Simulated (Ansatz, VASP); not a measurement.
# PbO in VASP and in Ansatz

INCAR

```
PREC     = Accurate       # precision mode
ENCUT    = 520            # plane-wave cutoff, eV
EDIFF    = 1E-6           # SCF threshold, eV
ISMEAR   = 0              # smearing method
SIGMA    = 0.05           # smearing width, eV
LREAL    = F              # projectors in reciprocal space
LASPH    = T              # aspherical terms in the spheres
NELM     = 60             # most SCF steps
ALGO     = Normal         # electronic algorithm
ISIF     = 2              # what is computed and relaxed
LWAVE    = F              # write WAVECAR
LCHARG   = F              # write CHGCAR
NBANDS   = 28             # bands
```

The input KPOINTS:

```
Automatic mesh
0
Gamma
  8 8 6
```

The input POSCAR:

```
PbO
1.0
    3.9744000000      0.0000000000      0.0000000000
    0.0000000000      3.9744000000      0.0000000000
    0.0000000000      0.0000000000      5.0220000000
Pb O
2 2
Direct
    0.0000000000      0.5000000000      0.2351000000
    0.5000000000      0.0000000000      0.7649000000
    0.0000000000      0.0000000000      0.0298685783
    0.5000000000      0.5000000000      0.0298685783
```

Input for Ansatz:

```yaml
crystal:
  lattice:
    - [3.9744, 0.0, 0.0]
    - [0.0, 3.9744, 0.0]
    - [0.0, 0.0, 5.022]
  atoms:
    - { symbol: Pb, position: [0.0, 0.5, 0.2351] }
    - { symbol: Pb, position: [0.5, 0.0, 0.7649] }
    - { symbol: O, position: [0.0, 0.0, 0.0298685783] }
    - { symbol: O, position: [0.5, 0.5, 0.0298685783] }
basis:
  ecutwfc: 420
kpoints:
  mp_grid: { grid: [8, 8, 6] }
hamiltonian:
  xc: lda
scf:
  occupations: { method: gaussian, width: 0.05 }
output:
  forces: true
  stress: true
  eigenvalues: true
```

Change from the starting cell: all O atoms moved +0.150 Å, as atom 3 along Cartesian [0 0 1].

Alike in both runs: task single point; functional LDA; k mesh 8 × 8 × 6; occupations gaussian, width 0.05 eV; no spin polarisation.

|  | VASP | Ansatz |
| --- | --- | --- |
| version | VASP 6.6.1 | Ansatz 0.2.0 |
| potentials or method | VASP PAW LDA potentials, release 64 (Pb_d, O) | scalar-relativistic, plane waves, PAW |
| plane-wave cutoff (eV) | 520 | 420 |
| valence electrons in the cell | 40 | 40 |

```csv
,VASP,Ansatz,Ansatz less VASP
gap on the k mesh at the Fermi level (eV),1.12,1.14,+0.022
least direct gap on the mesh (eV),2.12,2.11,-0.010
pressure (GPa),-1.1,-1.3,-0.22
largest component of the traceless stress (GPa),0.62,0.61,-0.015
rms of the force components (eV/Å),0.709,0.705,-0.0042
```

Atom by atom the forces differ by 0.030 eV/Å (rms over components).

Caveats: spin-orbit coupling is left out, which as a rule narrows the gap of such compounds by several tenths of an eV; forces of over 1 eV/Å show positions far from the minimum, so gaps and moduli don't describe the material at rest. A k mesh can miss the band edges.
